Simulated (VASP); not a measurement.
# C in VASP: further runs

Runs on C. Level: LDA. Tasks: single point.

Everything below comes from runs of VASP 6.6.1. Logs are shortened: lines on timing, memory, paths and dates and some standing lists are left out, and cuts for length are marked.

## Step 1: Starting point

The cell holds a slab with vacuum, 8 atoms: a = 2.460 Å, b = 2.460 Å, c = 28.955 Å, α = 90.00°, β = 90.00°, γ = 120.00°.

The slab is cut from a database's or a generator's crystal, which needn't be the stable form of the element.

## Step 2: Single point, LDA

INCAR reads:

```
  PREC = Accurate
  ENCUT = 460
  EDIFF = 1E-7
  ISMEAR = 1
  SIGMA = 0.1
  LREAL = False
  LASPH = True
  NELM = 120
  ALGO = Normal
  ISIF = 2
  LWAVE = False
  LCHARG = False
  LDIPOL = True
  IDIPOL = 3
  DIPOL = 0.5 0.5 0.500
  GGA = CA
  NBANDS = 32
  LVHAR = True
  LVACPOTAV = True
```

KPOINTS reads:

```
Automatic mesh
0
Gamma
  15 15 1
```

POSCAR reads:

```
C
1.0
    2.4599989204      0.0000000000      0.0000000000
   -1.2299994602      2.1304215583      0.0000000000
    0.0000000000      0.0000000000     28.9550000000
C
8
Direct
    0.6666666667      0.3333333333      0.1726817475
    0.3333333334      0.6666666667      0.1730668278
    0.6666666667      0.3333333333      0.4418528752
    0.3333333334      0.6666666667      0.4422379554
    0.3333333334      0.6666666667      0.5577620446
    0.0000000000      0.0000000000      0.5581471248
    0.3333333334      0.6666666667      0.8269331722
    0.0000000000      0.0000000000      0.8273182525
```

Potentials or basis: VASP PAW LDA potentials, release 64 (C).

Started as:

```bash
$ cat potpaw_LDA.64/C/POTCAR > POTCAR
$ mpirun -np 1 vasp_std > vasp.out
```

OUTCAR:

```text
PREC = Accurate
   ENCUT = 460
   EDIFF = 1E-7
   ISMEAR = 1
   LREAL = False
   LASPH = True
   NELM = 120
   ISIF = 2
   GGA = CA

 Found     27 irreducible k-points:

 Following reciprocal coordinates:
            Coordinates               Weight
  0.000000  0.000000  0.000000      1.000000
  0.066667  0.000000  0.000000      6.000000
  0.133333  0.000000  0.000000      6.000000
  0.200000 -0.000000  0.000000      6.000000
  0.266667  0.000000  0.000000      6.000000
  0.333333 -0.000000  0.000000      6.000000
   k-points           NKPTS =     27   k-points in BZ     NKDIM =     27   number of bands    NBANDS=     32
   number of dos      NEDOS =    301   number of ions     NIONS =      8
   total plane-waves  NPLWV =  68040
   dimension x,y,z NGX =    18 NGY =   18 NGZ =  210
   dimension x,y,z NGXF=    36 NGYF=   36 NGZF=  420
   ions per type =               8
   NGX,Y,Z   is equivalent  to a cutoff of  12.16, 12.16, 12.06 a.u.
   NGXF,Y,Z  is equivalent  to a cutoff of  24.33, 24.33, 24.11 a.u.
 SYSTEM =  unknown system
   PREC   = accura    normal or accurate (medium, high low for compatibility)
   ISTART =      0    job   : 0-new  1-cont  2-samecut
   ICHARG =      2    charge: 1-file 2-atom 10-const
   ISPIN  =      1    spin polarized calculation?
   LNONCOLLINEAR =      F non collinear calculations
   LSORBIT =      F    spin-orbit coupling
   LASPH  =      T    aspherical Exc in radial PAW
   ENCUT  =  460.0 eV  33.81 Ry    5.81 a.u.   4.30  4.30 50.64*2*pi/ulx,y,z
   NELM   =    120;   NELMIN=  2; NELMDL= -5     # of ELM steps
   EDIFF  = 0.1E-06   stopping-criterion for ELM
   LREAL  =      F    real-space projection
   EDIFFG = 0.1E-05   stopping-criterion for IOM
   NSW    =      0    number of steps for IOM
   IBRION =     -1    ionic relax: 0-MD 1-quasi-New 2-CG
   NFREE  =      0    steps in history (QN), initial steepest desc. (CG)
   ISIF   =      2    stress and relaxation
   ISYM   =      2    0-nonsym 1-usesym 2-fastsym
   POTIM  = 0.5000    time-step for ionic-motion
   TEBEG  =    0.0;   TEEND  =   0.0 temperature during run
   PSTRESS=    0.0 pullay stress
   NELECT =      32.0000    total number of electrons
   NUPDOWN=      -1.0000    fix difference up-down
   EMIN   =  10.00;   EMAX   =-10.00  energy-range for DOS
   EFERMI =   0.00;   METHOD = LEGACY
   ISMEAR =     1;   SIGMA  =   0.10  broadening in eV -4-tet -1-fermi 0-gaus
   EFERMI_NEDOS =   21; number of points for ismear=-14 and -15
   IALGO  =     38    algorithm
   IMIX   =      4    mixing-type and parameters
     AMIX     =   0.40;   BMIX     =  1.00
     AMIX_MAG =   1.60;   BMIX_MAG =  1.00
  volume/ion in A,a.u.               =      18.97       128.01
  Fermi-wavevector in a.u.,A,eV,Ry     =   0.974429  1.841404 12.918890  0.949512
  Thomas-Fermi vector in A             =   2.104888
   LORBIT       =      0    0 simple, 1 ext, 2 COOP (PROOUT), +10 PAW based schemes
   GGA     = CA    functional components
   LHFCALC =     F    Hartree Fock is set to
   AEXX    =    0.0000 exact exchange contribution
   IVDW    =     0    specifies the selected vdW correction
   LEPSILON=     F    determine dielectric tensor
   LRPA    =     F    only Hartree local field effects (RPA)
 non-spin polarized calculation
 Methfessel and Paxton  Order N= 1 SIGMA  =   0.10
  energy-cutoff  :      460.00
  volume of cell :      151.75
 maximum number of plane-waves:      3467
 NGX is ok and might be reduce to    18
   NGX =  9   NGY =  9   NGZ =101

 number of electron      31.9999990 magnetization

 dipolmoment           0.000000      0.000000     -0.000000 electrons x Angstroem

 Free energy of the ion-electron system (eV)
  ---------------------------------------------------
  ext. energy  EPLUGINS =         0.00000000
  ---------------------------------------------------
  free energy    TOTEN  =       -80.73834998 eV

  energy without entropy =      -80.73684575  energy(sigma->0) =      -80.73784857

 E-fermi :  -0.2841     XC(G=0):  -5.7519

 val. band max:       -0.2850709498   @ k =   0.3333   0.3333   0.0000
 cond. band min:      -0.2835447432   @ k =   0.3333   0.3333   0.0000
 fundamental gap:      0.0015262066
 Fermi energy:        -0.2840511982

 k-point     1 :       0.0000    0.0000    0.0000
  band No.  band energies     occupation
      1     -19.7011      2.00000
      2     -19.6408      2.00000
      3     -19.6407      2.00000
      4     -19.5411      2.00000
      5      -8.4608      2.00000
      6      -7.9723      2.00000
[... 20 lines left out ...]
     27       8.0229      0.00000
     28       8.0229      0.00000

 k-point     2 :       0.0667    0.0000    0.0000
  band No.  band energies     occupation
      1     -19.5957      2.00000
      2     -19.5359      2.00000
      3     -19.5359      2.00000
      4     -19.4367      2.00000
      5      -8.3325      2.00000
      6      -7.8458      2.00000
[... 20 lines left out ...]
     27       8.0780      0.00000
     28       8.1198      0.00000

 k-point     3 :       0.1333    0.0000    0.0000
  band No.  band energies     occupation
      1     -19.2802      2.00000
      2     -19.2222      2.00000
      3     -19.2222      2.00000
      4     -19.1245      2.00000
      5      -7.9494      2.00000
      6      -7.4686      2.00000
[... 58 lines left out ...]
      3     -17.9785      2.00000
      4     -17.8866      2.00000
      5      -8.0785      2.00000
      6      -8.0738      2.00000
[... 20 lines left out ...]
     27       7.7314      0.00000
     28       7.7544      0.00000

 k-point     6 :       0.3333   -0.0000    0.0000
  band No.  band energies     occupation
      1     -17.1064      2.00000
      2     -17.0598      2.00000
      3     -17.0598      2.00000
      4     -16.9721      2.00000
      5      -9.8358      2.00000
      6      -9.8235      2.00000
[... 20 lines left out ...]
     27       7.5939      0.00000
     28       7.6269      0.00000

 [... further k-points ...]

 [bands above 28 left out]

------------------------ aborting loop because EDIFF is reached ----------------------------------------

  FORCE on cell =-STRESS in cart. coord.  units (eV):
  Direction    XX          YY          ZZ          XY          YZ          ZX
  --------------------------------------------------------------------------------------
  -------------------------------------------------------------------------------------
  Total       -2.9198067     -2.9198067     -0.2101144      0.0000000     -0.0000000      0.0000000
  in kB      -30.8276667    -30.8276667     -2.2184133      0.0000000     -0.0000000      0.0000000
  external PRESSURE =     -21.2912489 kB  Pullay stress =       0.0000000 kB

 VOLUME and BASIS-vectors are now :
 -----------------------------------------------------------------------------
  energy-cutoff  :      460.00
  volume of cell :      151.75
      direct lattice vectors                 reciprocal lattice vectors
     2.459998920  0.000000000  0.000000000     0.406504243  0.234695334  0.000000000
    -1.229999460  2.130421558  0.000000000     0.000000000  0.469390669  0.000000000
     0.000000000  0.000000000 28.955000000     0.000000000  0.000000000  0.034536350

 POSITION                                       TOTAL-FORCE (eV/Angst)
 -----------------------------------------------------------------------------------
      1.23000      0.71014      5.00000        -0.000000      0.000000      0.197838
      0.00000      1.42028      5.01115        -0.000000      0.000000     -0.197840
      1.23000      0.71014     12.79385         0.000000     -0.000000      0.189591
      0.00000      1.42028     12.80500        -0.000000      0.000000     -0.177342
      0.00000      1.42028     16.15000        -0.000000     -0.000000      0.177342
      0.00000      0.00000     16.16115        -0.000000      0.000000     -0.189591
      0.00000      1.42028     23.94385         0.000000      0.000000      0.197840
      0.00000      0.00000     23.95500         0.000000      0.000000     -0.197838
 -----------------------------------------------------------------------------------
    total drift:                               -0.000000     -0.000000     -0.000000

  FREE ENERGIE OF THE ION-ELECTRON SYSTEM (eV)
  ---------------------------------------------------
  free  energy   TOTEN  =       -80.7383499768 eV

  energy  without entropy=      -80.7368457469  energy(sigma->0) =      -80.73784857

 vacuum level on the upper side and lower side of the slab         4.248         4.248
```

OSZICAR:

```text
N       E                     dE             d eps       ncg     rms          rms(c)
DAV:   1     0.143497053864E+03    0.14350E+03   -0.12902E+04  1744   0.763E+02
DAV:   2    -0.712277505842E+02   -0.21472E+03   -0.19762E+03  2360   0.200E+02
DAV:   3    -0.862214213527E+02   -0.14994E+02   -0.14815E+02  2272   0.514E+01
[... 16 lines left out ...]
DAV:  20    -0.807383485713E+02   -0.21517E-04   -0.32886E-06  1864   0.376E-03    0.767E-04
DAV:  21    -0.807383495223E+02   -0.95093E-06   -0.19796E-07  1936   0.109E-03    0.592E-04
DAV:  22    -0.807383497701E+02   -0.24789E-06   -0.17183E-08  1416   0.445E-04    0.106E-04
DAV:  23    -0.807383499509E+02   -0.18079E-06   -0.10130E-08  1488   0.297E-04    0.158E-04
DAV:  24    -0.807383499768E+02   -0.25875E-07   -0.16037E-09  1528   0.121E-04
   1 F= -.80738350E+02 E0= -.80737849E+02  d E =-.150423E-02
```

stdout:

```text
POSCAR found type information on POSCAR C
 POSCAR found :  1 types and       8 ions
 scaLAPACK will be used
 LDA part: xc-table for (Slater(with rela. corr.)+CA(PZ))
 , standard interpolation
 POSCAR, INCAR and KPOINTS ok, starting setup
 FFT: planning ... GRIDC
 FFT: planning ... GRID_SOFT
 FFT: planning ... GRID
 WAVECAR not read
 entering main loop
 -----------------------------------------------------------------------------
|                                                                             |
|           W    W    AA    RRRRR   N    N  II  N    N   GGGG   !!!           |
|           W    W   A  A   R    R  NN   N  II  NN   N  G    G  !!!           |
|           W    W  A    A  R    R  N N  N  II  N N  N  G       !!!           |
|           W WW W  AAAAAA  RRRRR   N  N N  II  N  N N  G  GGG   !            |
|           WW  WW  A    A  R   R   N   NN  II  N   NN  G    G                |
|           W    W  A    A  R    R  N    N  II  N    N   GGGG   !!!           |
|                                                                             |
|     Did not find any points to average over, which means that no vacuum     |
|     field-free region was found. Please increase the size of  your cell     |
|     in the dimension of the dipole correction to obtain accurate            |
|     workfunction values.                                                    |
|                                                                             |
 -----------------------------------------------------------------------------
```

It took 1.7 min on 1 thread of AMD EPYC 9R45 (Zen 5), shared host; peak memory 0.19 GiB.

The run converged, but some of its settings lie outside the range that counts as converged, so its numbers aren't taken as properties of the slab.

What came out:

| Property | Result |
| --- | --- |
| Free energy | -80.7383 eV |
| Largest force | 0.198 eV/Å |
| Band gap on the k mesh | none (metal or under the smearing width) |
| Work function of the upper face | 4.53 eV |
| Work function of the lower face | 4.53 eV |

Caveat: the cutoff is under 1.25 times the usual one of these potentials, so pressure, stress and relaxed cells hold a basis-set (Pulay) error.

## Step 3: Single point, LDA

This run uses another cell than the first one, of 22.24 Å³/atom, 1.173 times its volume.

INCAR is that of step 2.

KPOINTS is that of step 2.

POSCAR reads:

```
C
1.0
    2.4599989204      0.0000000000      0.0000000000
   -1.2299994602      2.1304215583      0.0000000000
    0.0000000000      0.0000000000     33.9550000000
C
8
Direct
    0.6666666667      0.3333333333      0.2208805772
    0.3333333334      0.6666666667      0.2212089530
    0.6666666667      0.3333333333      0.4504152555
    0.3333333334      0.6666666667      0.4507436313
    0.3333333334      0.6666666667      0.5492563687
    0.0000000000      0.0000000000      0.5495847445
    0.3333333334      0.6666666667      0.7787910470
    0.0000000000      0.0000000000      0.7791194228
```

Potentials or basis: VASP PAW LDA potentials, release 64 (C).

Started as:

```bash
$ cat potpaw_LDA.64/C/POTCAR > POTCAR
$ mpirun -np 1 vasp_std > vasp.out
```

Run time: 2 min. Hardware: 1 thread of AMD EPYC 9R45 (Zen 5), shared host; peak memory 0.21 GiB.

The run converged, but some of its settings lie outside the range that counts as converged, so its numbers aren't taken as properties of the slab.

Results:

| Item | Value |
| --- | --- |
| Free energy | -80.7388 eV |
| Largest force | 0.198 eV/Å |
| Band gap on the k mesh | none (metal or under the smearing width) |
| Work function of the upper face | 4.53 eV |
| Work function of the lower face | 4.53 eV |

Caveat: the cutoff is under 1.25 times the usual one of these potentials, so pressure, stress and relaxed cells hold a basis-set (Pulay) error.

## Step 4: Single point, LDA

This run uses another cell than the first one, of 26.83 Å³/atom, 1.414 times its volume.

INCAR reads:

```
SYSTEM = C
PREC = Accurate ; ENCUT = 750
EDIFF = 1E-8 ; ISMEAR = 1
SIGMA = 0.1 ; LREAL = .FALSE.
LASPH = .TRUE. ; NELM = 120
ALGO = Normal ; ISIF = 2
LWAVE = .FALSE. ; LCHARG = .FALSE.
LDIPOL = .TRUE. ; IDIPOL = 3
DIPOL = 0.5 0.5 0.500 ; NBANDS = 32
LVHAR = .TRUE. ; LVACPOTAV = .TRUE.
```

KPOINTS reads:

```
Automatic mesh
0
G
  19 19 1
  0 0 0
```

POSCAR reads:

```
C
1.0
    2.4599989204      0.0000000000      0.0000000000
   -1.2299994602      2.1304215583      0.0000000000
    0.0000000000      0.0000000000     40.9550000000
C
8
Direct
    0.6666666667      0.3333333333      0.2685874741
    0.3333333334      0.6666666667      0.2688597241
    0.6666666667      0.3333333333      0.4588902454
    0.3333333334      0.6666666667      0.4591624954
    0.3333333334      0.6666666667      0.5408375046
    0.0000000000      0.0000000000      0.5411097546
    0.3333333334      0.6666666667      0.7311402759
    0.0000000000      0.0000000000      0.7314125259
```

Started as:

```bash
$ cat potpaw_LDA.64/C/POTCAR > POTCAR
$ mpirun -np 1 vasp_std > vasp.out
```

It took 12 min on 1 thread of AMD EPYC 9R45 (Zen 5), shared host; peak memory 0.54 GiB.

Results (log left out):

```yaml
Free_energy: -80.8154 eV
Largest_force: 0.199 eV/Å
Band_gap_on_the_k_mesh: 0.67 eV, direct
Ionisation_potential_of_the_upper_face: 5.03 eV
```

Forces in eV/Å, atoms in the order of the input:
```
C    0.000  0.000  0.199
C    0.000  0.000 -0.198
C    0.000  0.000  0.192
C    0.000  0.000 -0.185
C    0.000  0.000  0.185
C    0.000  0.000 -0.192
C    0.000  0.000  0.198
C    0.000  0.000 -0.199
```

Levels at points of the mesh, in eV from the valence-band top:
```
           k point  band 12  band 13  band 14  band 15  band 16  band 17  band 18  band 19  band 20  band 21
(0.00, 0.00, 0.00)    -2.70    -2.55    -2.55    -2.55    -2.55     3.60     3.75     4.13     4.45     5.00
```
